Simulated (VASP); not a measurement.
## HgS: single point with LDA

HgS, a slab with vacuum:

```
Hg S
1.0
     3.94674    0.00000    0.00000
     1.97337    3.41798    0.00000
     0.00000    0.00000   18.83375
Hg S
2 2
Cartesian
  0.0000 0.0000 7.0000
  1.9734 1.1393 10.2225
  3.9467 2.2787 8.6112
  3.9467 0.0000 11.8337
```

| Quantity | Value |
| --- | --- |
| Program | VASP 6.6.1 |
| Task | single point |
| Functional | LDA |
| Potentials or basis | VASP PAW LDA potentials, release 64 (Hg, S) |
| Cutoff | 520 eV |
| k mesh | 4 × 4 × 1 |
| Occupations | fermi-dirac, width 0.1 eV |
| Spin | no spin polarisation |
| Dipole correction | yes |
| Further INCAR settings | ALGO = Normal; EDIFF = 1e-06; NBANDS = 26 |

```
Largest force          : 1.611 eV/Å
Band gap on the k mesh : none (metal or under the smearing width)
```

Forces in eV/Å, atoms in the order of the input:
```
Hg   0.000  0.000  0.779
Hg   0.000  0.000  1.104
S    0.000  0.000 -0.272
S    0.000  0.000 -1.611
```

Levels at points of the mesh, in eV from the Fermi level:
| k point | band 15 | band 16 | band 17 | band 18 | band 19 | band 20 | band 21 | band 22 |
| --- | --- | --- | --- | --- | --- | --- | --- | --- |
| (0.00, 0.00, 0.00) | -0.83 | -0.83 | -0.41 | 0.20 | 0.20 | 2.00 | 3.58 | 4.79 |
| (0.50, 0.00, 0.00) | -2.51 | -1.72 | -0.89 | -0.42 | -0.14 | 2.19 | 2.98 | 5.16 |

Wall time 34 s on 1 thread of Intel(R) Xeon(R) 6975P-C (Granite Rapids) (shared host), peak memory 0.26 GiB.

Caveat: the k mesh is coarse (spacing up to 0.46 Å⁻¹), so the values aren't converged. Spin-orbit coupling is left out, which matters for the levels of Hg.
